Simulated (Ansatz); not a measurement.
# PbS (Galena) (Fm-3m) in Ansatz: a series of runs

The runs below take PbS (Galena) through band structure, single point, equation of state, with PBE.

Program: Ansatz 0.2.0. These are calculated values, not measurements. Logs are shortened: lines on timing, memory, paths and dates and some standing lists are left out, and cuts for length are marked.

### Step 1. Starting point

Symmetry: Fm-3m, No. 225, cubic system. The conventional cell has a = 5.931 Å, b = 5.931 Å, c = 5.931 Å, α = 90.00°, β = 90.00°, γ = 90.00°. Pb (site symmetry m-3m) has 6 S at 2.97 Å as nearest neighbours. S (site symmetry m-3m) is surrounded by 6 Pb at 2.97 Å.

### Step 2. Band structure, PBE

Contents of input.yaml:

```yaml
crystal:
  lattice:
    - [0.0, 2.96575, 2.96575]
    - [2.96575, 0.0, 2.96575]
    - [2.96575, 2.96575, 0.0]
  atoms:
    - { symbol: Pb, position: [0.0, 0.0, 0.0] }
    - { symbol: S, position: [0.5, 0.5, 0.5] }
hamiltonian:
  xc: pbe
  pseudopotentials: { kind: paw, source: jth }
kpoints:
  mp_grid: { grid: [8, 8, 8] }
  band_path:
    path:
      - [[0.0, 0.0, 0.0], [0.5, 0.0, 0.5], [0.5, 0.25, 0.75], [0.375, 0.375, 0.75], [0.0, 0.0, 0.0], [0.5, 0.5, 0.5], [0.625, 0.25, 0.625], [0.5, 0.25, 0.75], [0.5, 0.5, 0.5], [0.375, 0.375, 0.75]]
      - [[0.625, 0.25, 0.625], [0.5, 0.0, 0.5]]
    npoints: 14
scf:
  occupations: { method: fermi_dirac, width: 0.05 }
  n_extra_bands: 6
output:
  forces: true
  stress: true
  eigenvalues: true
  fatbands: false
  write_density: true
  write_potential: true
  elf: true
  volumetric_format: npy
```

Potentials or basis: JTH PAW.

Run with:

```sh
$ ansatz run input.yaml --threads 2 --pin off --max-ram 5120MiB --backend cpu --events-out ev --progress --plain --runs-dir out
```

The log of the run:

```text
Warning: the checks of this Pb dataset prove no rule for summing its radial tables, as where they were carried onto another mesh than they were made on, and Gregory's rule is taken, under which a leading mesh point left out moves its sums only by what lay on the interval it spanned. That does not make them correct, and they differ from Quantum ESPRESSO's on this file; a re-export a fraction of a mesh step off can move them. hamiltonian.pseudopotentials.radial_quadrature: simpson_from_first_knot sums it by `pw.x`'s rule; on a PAW file no value gives `pw.x`'s numbers. What more to know: hamiltonian.pseudopotentials.radial_quadrature, in the input reference
Warning: the checks of this S dataset prove no rule for summing its radial tables, as where they were carried onto another mesh than they were made on, and Gregory's rule is taken, under which a leading mesh point left out moves its sums only by what lay on the interval it spanned. That does not make them correct, and they differ from Quantum ESPRESSO's on this file; a re-export a fraction of a mesh step off can move them. hamiltonian.pseudopotentials.radial_quadrature: simpson_from_first_knot sums it by `pw.x`'s rule; on a PAW file no value gives `pw.x`'s numbers. What more to know: hamiltonian.pseudopotentials.radial_quadrature, in the input reference
Warning: RAYON_NUM_THREADS=2 ignored (pool sized by the plan → 2); use --threads N
scf.n_extra_bands = 6 over 10 filled bands (N_el = 20.0): the run solves 16 bands
Engine: ansatz 0.2.0, aarch64-unknown-linux-gnu
Pseudopotentials: kind: paw
Pseudopotential: Pb, paw, valence charge 14, recommended cutoff 1800 eV (normal), Pb.paw.azcp
Pseudopotential: S, paw, valence charge 6, recommended cutoff 780 eV (normal), S.paw.azcp
Functional definition: PBE
  parameter kappa = 0.804
  parameter beta = 0.06672455060314922
  exchange = pbe_x(kappa = kappa, mu = beta*pi^2/3)
  correlation = pbe_c(beta = beta)
Crystal: 2 atoms, lattice volume = 52.172 Å³
Basis set: ecut = 1800 eV, 9185 PW (Γ), exchange–correlation on 120×120×120 points (8 copies of the dense FFT grid, shifted against one another)
Bands: 16, of which v1, the nominal top of the filled ones, is band 10 counted from 1 (9 counted from 0)
Symmetry: 48 space group operations
Space group: Fm-3m (ITA 225), of the structure as read, at distance tolerance 3.7e-5 Å
k-points: 29 of 512
Non-local potential: Pb, projectors of the file, l = 0: 2, l = 1: 2, l = 2: 2
Non-local potential: S, projectors of the file, l = 0: 2, l = 1: 2
PAW form: soft (Blöchl's): semilocal exchange-correlation on the pseudo side does not see the compensation charge
PAW one-centre angular grid: Pb, 590 points (default); XC on 64 Gauss nodes
PAW one-centre angular grid: S, 110 points (default); XC on 64 Gauss nodes
Initial density: superposition of atomic densities (chi_scale 0.1, normalization cell, long waves kept (reshape's long-wave potential 0.00 eV rms))
Initial wavefunctions: pseudopotential atomic-orbital guess
Functional: x = pbe(κ = 0.804, μ = 0.2195149727645171), c = pbe(β = 0.06672455060314922)
SCF iter   1: F=—  HF=-12747.531429 eV  |F-HF|=—  |Δ(HF+E_count)|=         —  Δρ=4.28e-2  dr2=6.50e-1  ethr=3.10e-3  ⟨swp⟩=12.7  Hψ=4826  notcnv=0  defer=1
preconditioner: auto → none  [insulator: Δε(μ)=0.575 eV  Ē_g=17.334 eV  σ=0.050 eV  W_gap=0.99  n_scr=14 (ndim 8)  ℏωp=23.0 eV  f_vac=0.002  D(μ)=0.00/eV (n_scr^D=0)  ε∞_Penn≈2.8]
SCF iter   2: F=—  HF=-12747.392917 eV  |F-HF|=—  |Δ(HF+E_count)|=   1.39e-1  Δρ=1.80e-2  dr2=1.04e-1  ethr=3.10e-3  ⟨swp⟩=3.4  Hψ=966  notcnv=0  defer=46
SCF iter   3: F=—  HF=-12747.369650 eV  |F-HF|=—  |Δ(HF+E_count)|=   2.33e-2  Δρ=8.72e-3  dr2=1.51e-2  ethr=5.18e-4  ⟨swp⟩=2.8  Hψ=654  notcnv=0  defer=46
SCF iter   4: F=—  HF=-12747.368798 eV  |F-HF|=—  |Δ(HF+E_count)|=   8.52e-4  Δρ=1.57e-3  dr2=7.18e-4  ethr=7.57e-5  ⟨swp⟩=2.1  Hψ=674  notcnv=0  defer=46
SCF iter   5: F=—  HF=-12747.368928 eV  |F-HF|=—  |Δ(HF+E_count)|=   1.30e-4  Δρ=2.20e-4  dr2=1.47e-5  ethr=3.59e-6  ⟨swp⟩=2.8  Hψ=802  notcnv=0  defer=46
SCF iter   6: F=—  HF=-12747.368993 eV  |F-HF|=—  |Δ(HF+E_count)|=   6.46e-5  Δρ=3.50e-5  dr2=4.34e-7  ethr=7.35e-8  ⟨swp⟩=2.9  Hψ=836  notcnv=0  defer=46
SCF iter   7: F=-12747.368993 eV  HF=-12747.368993 eV  |F-HF|=2.30e-9  |Δ(HF+E_count)|=   1.12e-7  Δρ=3.58e-6  dr2=2.94e-9  ethr=5.00e-10  ⟨swp⟩=23.3  Hψ=5246  notcnv=0
SCF 1 converged in 7 iterations: F = -12747.368993 eV  dr2 = 2.94e-9
NSCF: frozen V_eff on 142 k-points
SCF converged after 7 iterations
Free energy (F): -12747.368993 eV
Harris-Foulkes:  -12747.368993 eV  (|F-HF|=2.30e-9)
Internal energy: -12747.368800 eV  (E = F + TS)
E sigma→0 (E₀):  -12747.368896 eV
Entropy (-TS):   -0.000193 eV (-0.097 meV/atom)
Fermi energy:    8.373106 eV
--- Per-component energies (eV) ---
  E_band       = -60.274073
  E_kinetic    = 257.131711
  E_local      = -1739.133778  (includes V_loc(G=0)·N_el)
  E_nonlocal   = 1036.599592
  E_hartree    = 550.771661
  E_xc         = -168.362794
  E_vxc        = -175.798818  (∫ρ·V_xc dr)
  E_paw        = -11171.018746  (= ΣΔE_a)
  E_vpaw       = -540.616554  (= ΣTr[D̂ρ^β])
  E_aug_tail   = -0.000043  (compensation charges beyond the density's cutoff)
  E_ewald      = -1513.356403
  E_smearing   = -0.000193  (= −TS)
  E_closure    = -0.000000  (closes the sum)
  Σ components = -12747.368993   (vs F -12747.368993, Δ=0.00e0)
--- Forces (eV/Å), atoms counted from 1 ---
  atom   1  Pb    -0.00000000     0.00000000     0.00000000
  atom   2  S     -0.00000000     0.00000000    -0.00000000
  max |Σ_I F_I| component: 4.82e-30 eV/Å
--- Stress (GPa, compression-positive) ---
        2.283442      -0.000000      -0.000000
       -0.000000       2.283442       0.000000
        0.000000      -0.000000       2.283442
  P = ⅓ Tr σ = 2.2834 GPa (22.834 kbar)
--- Band table (eV; the first three rows and the last of 29) ---
  k-point 0: bands = ["-8.6314", "-8.6314", "-8.6314", "-8.6104", "-8.6104", "-5.4054", "2.1502", "6.0189", "6.0189", "6.0189", "13.4019", "13.4019", "13.4019", "14.9161", "14.9161", "14.9161"]
  k-point 1: bands = ["-8.6307", "-8.6281", "-8.6281", "-8.6116", "-8.6116", "-5.2722", "1.6975", "6.0620", "6.0620", "6.3590", "12.1758", "12.6188", "12.6188", "14.8794", "15.2834", "15.2834"]
  k-point 2: bands = ["-8.6319", "-8.6319", "-8.6294", "-8.6025", "-8.6025", "-4.9025", "0.7273", "6.1840", "6.1840", "7.0222", "10.5447", "11.4077", "11.4077", "15.0633", "16.1232", "16.1232"]
  k-point 28: bands = ["-8.7209", "-8.6150", "-8.6150", "-8.6090", "-8.5705", "-3.6890", "0.2415", "3.7670", "3.7670", "7.1704", "10.3773", "12.8572", "12.8572", "16.3522", "16.3522", "20.1188"]
```

Run time: 15 s. Hardware: 2 threads of Arm Neoverse V1, shared host; peak memory 0.89 GiB.

What came out:

| Item | Value |
| --- | --- |
| Free energy | -12747.3690 eV |
| Pressure | 2.3 GPa |
| Band gap on the k mesh | 0.36 eV, direct |
| Band gap along the path | 0.36 eV, direct |

Levels at the corners of the path, in eV from the valence-band top:
```
point  band 6  band 7  band 8  band 9  band 10  band 11  band 12  band 13  band 14  band 15
    Γ  -13.60   -6.04   -2.17   -2.17    -2.17     5.21     5.21     5.21     6.72     6.72
    X  -11.92   -7.21   -5.20   -3.44    -3.44     3.88     5.57     5.68     5.68    11.06
    W  -11.88   -7.95   -4.43   -4.43    -1.02     2.18     4.66     4.66     8.16     8.16
    K  -11.93   -7.99   -4.78   -2.94    -2.48     3.33     4.13     5.05     6.23    10.20
    Γ  -13.60   -6.04   -2.17   -2.17    -2.17     5.21     5.21     5.21     6.72     6.72
    L  -12.36   -8.85   -1.77   -1.77     0.00     0.36     1.96     1.96     8.68    10.05
    U  -11.93   -7.99   -4.78   -2.94    -2.48     3.33     4.13     5.05     6.23    10.20
    W  -11.88   -7.95   -4.43   -4.43    -1.02     2.18     4.66     4.66     8.16     8.16
    L  -12.36   -8.85   -1.77   -1.77     0.00     0.36     1.96     1.96     8.68    10.05
    K  -11.93   -7.99   -4.78   -2.94    -2.48     3.33     4.13     5.05     6.23    10.20
    U  -11.93   -7.99   -4.78   -2.94    -2.48     3.33     4.13     5.05     6.23    10.20
    X  -11.92   -7.21   -5.20   -3.44    -3.44     3.88     5.57     5.68     5.68    11.06
```

Caveat: spin-orbit coupling is left out, which as a rule narrows the gap of such compounds by several tenths of an eV.

### Step 3. Single point, PBE, 24.52 Å³/atom (volume scaled by 0.94)

Contents of input.yaml:

```yaml
crystal:
  lattice:
    - [0.0, 2.9052075019, 2.9052075019]
    - [2.9052075019, 0.0, 2.9052075019]
    - [2.9052075019, 2.9052075019, 0.0]
  atoms:
    - { symbol: Pb, position: [0.0, 0.0, 0.0] }
    - { symbol: S, position: [0.5, 0.5, 0.5] }
hamiltonian:
  xc: pbe
  pseudopotentials: { kind: nc, accuracy: stringent }
kpoints:
  mp_grid: { grid: [8, 8, 8] }
scf:
  occupations: { method: fermi_dirac, width: 0.05 }
output:
  forces: true
  stress: true
  eigenvalues: true
  write_density: true
  write_potential: true
  elf: true
  volumetric_format: npy
```

Potentials or basis: PseudoDojo stringent (PBE files).

Run with:

```sh
$ ansatz run input.yaml --threads 2 --pin off --max-ram 5120MiB --backend cpu --events-out ev --progress --plain --runs-dir out
```

Run time: 3.9 s. Hardware: 2 threads of Arm Neoverse V1, shared host; peak memory 0.42 GiB.

It converged, with:

- Free energy: -6009.0398 eV
- Pressure: 6.5 GPa
- Band gap on the k mesh: 0.12 eV, direct

Caveat: spin-orbit coupling is left out, which as a rule narrows the gap of such compounds by several tenths of an eV.

### Step 4. Single point, PBE, 25.04 Å³/atom (volume scaled by 0.96)

Contents of input.yaml:

```yaml
crystal:
  lattice:
    - [0.0, 2.9256673838, 2.9256673838]
    - [2.9256673838, 0.0, 2.9256673838]
    - [2.9256673838, 2.9256673838, 0.0]
  atoms:
    - { symbol: Pb, position: [0.0, 0.0, 0.0] }
    - { symbol: S, position: [0.5, 0.5, 0.5] }
hamiltonian:
  xc: pbe
  pseudopotentials: { kind: nc, accuracy: stringent }
kpoints:
  mp_grid: { grid: [8, 8, 8] }
scf:
  occupations: { method: fermi_dirac, width: 0.05 }
output:
  forces: true
  stress: true
  eigenvalues: true
```

Run with:

```sh
$ ansatz run input.yaml --threads 2 --pin off --max-ram 5120MiB --backend cpu --events-out ev --progress --plain --runs-dir out
```

It took 2.9 s on 2 threads of Arm Neoverse V1, shared host; peak memory 0.41 GiB.

Results (log left out):

- Free energy: -6009.0769 eV
- Pressure: 4.9 GPa
- Band gap on the k mesh: 0.21 eV, direct

Caveat: spin-orbit coupling is left out, which as a rule narrows the gap of such compounds by several tenths of an eV.

### Step 5. Single point, PBE, 25.56 Å³/atom (volume scaled by 0.98)

Changes to input.yaml since step 4:

```diff
@@ -2,5 +2,5 @@
   lattice:
-    - [0.0, 2.9256673838, 2.9256673838]
-    - [2.9256673838, 0.0, 2.9256673838]
-    - [2.9256673838, 2.9256673838, 0.0]
+    - [0.0, 2.9458450378, 2.9458450378]
+    - [2.9458450378, 0.0, 2.9458450378]
+    - [2.9458450378, 2.9458450378, 0.0]
   atoms:
@@ -19 +19,5 @@
   eigenvalues: true
+  write_density: true
+  write_potential: true
+  elf: true
+  volumetric_format: npy
```

Run with:

```sh
$ ansatz run input.yaml --threads 2 --pin off --max-ram 5120MiB --backend cpu --events-out ev --progress --plain --runs-dir out
```

Wall time 3.8 s (2 threads of Arm Neoverse V1, shared host); peak memory 0.43 GiB.

Results (log left out):

- Free energy: -6009.1041 eV
- Pressure: 3.5 GPa
- Band gap on the k mesh: 0.29 eV, direct

Caveat: spin-orbit coupling is left out, which as a rule narrows the gap of such compounds by several tenths of an eV.

### Step 6. Single point, PBE, 26.09 Å³/atom

Changes to input.yaml since step 5:

```diff
@@ -2,5 +2,5 @@
   lattice:
-    - [0.0, 2.9458450378, 2.9458450378]
-    - [2.9458450378, 0.0, 2.9458450378]
-    - [2.9458450378, 2.9458450378, 0.0]
+    - [0.0, 2.96575, 2.96575]
+    - [2.96575, 0.0, 2.96575]
+    - [2.96575, 2.96575, 0.0]
   atoms:
```

Potentials or basis: PseudoDojo stringent (PBE files).

Run with:

```sh
$ ansatz run input.yaml --threads 2 --pin off --max-ram 5120MiB --backend cpu --events-out ev --progress --plain --runs-dir out
```

Run time: 3.7 s. Hardware: 2 threads of Arm Neoverse V1, shared host; peak memory 0.43 GiB.

The run converged. Its results:

- Free energy: -6009.1225 eV
- Pressure: 2.2 GPa
- Band gap on the k mesh: 0.37 eV, direct

Caveat: spin-orbit coupling is left out, which as a rule narrows the gap of such compounds by several tenths of an eV.

### Step 7. Single point, PBE, 26.61 Å³/atom (volume scaled by 1.02)

Changes to input.yaml since step 6:

```diff
@@ -2,5 +2,5 @@
   lattice:
-    - [0.0, 2.96575, 2.96575]
-    - [2.96575, 0.0, 2.96575]
-    - [2.96575, 2.96575, 0.0]
+    - [0.0, 2.9853913009, 2.9853913009]
+    - [2.9853913009, 0.0, 2.9853913009]
+    - [2.9853913009, 2.9853913009, 0.0]
   atoms:
@@ -19,5 +19 @@
   eigenvalues: true
-  write_density: true
-  write_potential: true
-  elf: true
-  volumetric_format: npy
```

Run with:

```sh
$ ansatz run input.yaml --threads 2 --pin off --max-ram 5120MiB --backend cpu --events-out ev --progress --plain --runs-dir out
```

Wall time 2.9 s (2 threads of Arm Neoverse V1, shared host); peak memory 0.42 GiB.

It converged, with:

* Free energy: -6009.1327 eV
* Pressure: 1.0 GPa
* Band gap on the k mesh: 0.44 eV, direct

Caveat: spin-orbit coupling is left out, which as a rule narrows the gap of such compounds by several tenths of an eV.

### Step 8. Single point, PBE, 27.13 Å³/atom (volume scaled by 1.04)

Changes to input.yaml since step 7:

```diff
@@ -2,5 +2,5 @@
   lattice:
-    - [0.0, 2.9853913009, 2.9853913009]
-    - [2.9853913009, 0.0, 2.9853913009]
-    - [2.9853913009, 2.9853913009, 0.0]
+    - [0.0, 3.0047775019, 3.0047775019]
+    - [3.0047775019, 0.0, 3.0047775019]
+    - [3.0047775019, 3.0047775019, 0.0]
   atoms:
```

Run with:

```sh
$ ansatz run input.yaml --threads 2 --pin off --max-ram 5120MiB --backend cpu --events-out ev --progress --plain --runs-dir out
```

Run time: 2.9 s. Hardware: 2 threads of Arm Neoverse V1, shared host; peak memory 0.42 GiB.

It converged, with:

| Item | Value |
| --- | --- |
| Free energy | -6009.1357 eV |
| Pressure | -0.1 GPa |
| Band gap on the k mesh | 0.50 eV, direct |

Caveat: spin-orbit coupling is left out, which as a rule narrows the gap of such compounds by several tenths of an eV.

### Step 9. Single point, PBE, 27.65 Å³/atom (volume scaled by 1.06)

Changes to input.yaml since step 8:

```diff
@@ -2,5 +2,5 @@
   lattice:
-    - [0.0, 3.0047775019, 3.0047775019]
-    - [3.0047775019, 0.0, 3.0047775019]
-    - [3.0047775019, 3.0047775019, 0.0]
+    - [0.0, 3.0239167281, 3.0239167281]
+    - [3.0239167281, 0.0, 3.0239167281]
+    - [3.0239167281, 3.0239167281, 0.0]
   atoms:
@@ -19 +19,5 @@
   eigenvalues: true
+  write_density: true
+  write_potential: true
+  elf: true
+  volumetric_format: npy
```

Potentials or basis: PseudoDojo stringent (PBE files).

Run with:

```sh
$ ansatz run input.yaml --threads 2 --pin off --max-ram 5120MiB --backend cpu --events-out ev --progress --plain --runs-dir out
```

Run time: 4.1 s. Hardware: 2 threads of Arm Neoverse V1, shared host; peak memory 0.44 GiB.

Results (log left out):

* Free energy: -6009.1320 eV
* Pressure: -1.0 GPa
* Band gap on the k mesh: 0.56 eV, direct

Caveat: spin-orbit coupling is left out, which as a rule narrows the gap of such compounds by several tenths of an eV.

### Step 10. Equation of state, PBE

Potentials or basis: PseudoDojo stringent.

This step only gathers the single runs of the series.

What came out:

| Property | Result |
| --- | --- |
| Equilibrium volume | 27.09 Å³/atom |
| Bulk modulus | 53 GPa |
| Pressure derivative of the bulk modulus | 4.1 |

Energy against volume, from the lowest point:
| volume (Å³/atom) | energy (meV/atom) |
| --- | --- |
| 24.521 | 47.94 |
| 25.042 | 29.40 |
| 25.564 | 15.77 |
| 26.086 | 6.61 |
| 26.607 | 1.48 |
| 27.129 | 0.00 |
| 27.651 | 1.81 |
